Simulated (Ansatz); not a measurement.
**Relaxation of Ir**

Level of theory: DFT PBE, scalar-relativistic, plane waves, PAW in Ansatz 0.2.0. Settings: 420 eV cutoff, 18×18×6 k-mesh, Gaussian smearing of 0.10 eV, no spin polarisation.

What was changed in Co: Co → Ir on all its sites, cell and atoms relaxed.

Spin–orbit coupling is left out, which can shift energies with elements as heavy as these.

Command:

```bash
ansatz run input.yaml --threads 1 --pin off --max-ram 2560MiB --backend cpu --events-out ev --progress --plain --runs-dir out
```

Input:

```yaml
crystal:
  lattice:
    - [2.7428494267, 0.0, 0.0]
    - [-1.3714247134, 2.3753772823, 0.0]
    - [0.0, 0.0, 8.9241056349]
  atoms:
    - { symbol: Ir, position: [0.0, 0.0, 0.0] }
    - { symbol: Ir, position: [0.3333333333, 0.6666666667, 0.25] }
    - { symbol: Ir, position: [0.0, 0.0, 0.5] }
    - { symbol: Ir, position: [0.6666666667, 0.3333333333, 0.75] }
basis:
  ecutwfc: 420
kpoints:
  mp_grid: { grid: [18, 18, 6] }
hamiltonian:
  xc: pbe
scf:
  occupations: { method: gaussian, width: 0.1 }
output:
  forces: true
  stress: true
  eigenvalues: true
relax:
  adjacent_minimum: "off"
  f_tol: 0.01
  max_steps: 60
  cell: { stress_tol: 0.1 }
```

F is the free energy. Steps run on the plane waves of an earlier cell, but the last one, and at times one on the way, on a freshly chosen basis, so a repeated geometry can differ a little in energy.

Steps:

| step | F − F(1) (eV) | largest force component (eV/Å) | V (Å³/atom) | P (GPa) |
| --- | --- | --- | --- | --- |
| 1 | 0.0000 | 0.000 | 14.536 | -0.26 |
| 2 | 0.0002 | 0.000 | 14.501 | 0.57 |
| 3 | -0.0006 | 0.000 | 14.526 | -0.03 |
| 4 | -0.0006 | 0.000 | 14.526 | -0.03 |

Relaxed structure:

```
CELL_PARAMETERS angstrom
2.73949 0.00000 0.00000
-1.36974 2.37247 0.00000
0.00000 0.00000 8.94001
ATOMIC_POSITIONS crystal
Ir 0.00000 0.00000 0.00000
Ir 0.33333 0.66667 0.25000
Ir 0.00000 0.00000 0.50000
Ir 0.66667 0.33333 0.75000
```

Symmetry: P6_3/mmc, No. 194, hexagonal system. The conventional cell has a = 2.739 Å, b = 2.739 Å, c = 8.940 Å, α = 90.00°, β = 90.00°, γ = 120.00°. Ir (site symmetry -3m) is surrounded by 12 Ir at 2.74 Å. Ir (site symmetry -6m2) has 12 Ir at 2.74 Å as nearest neighbours.

The run converged. Time: 52 s on 1 thread of Arm Neoverse V2 (shared host), peak memory 0.5 GiB.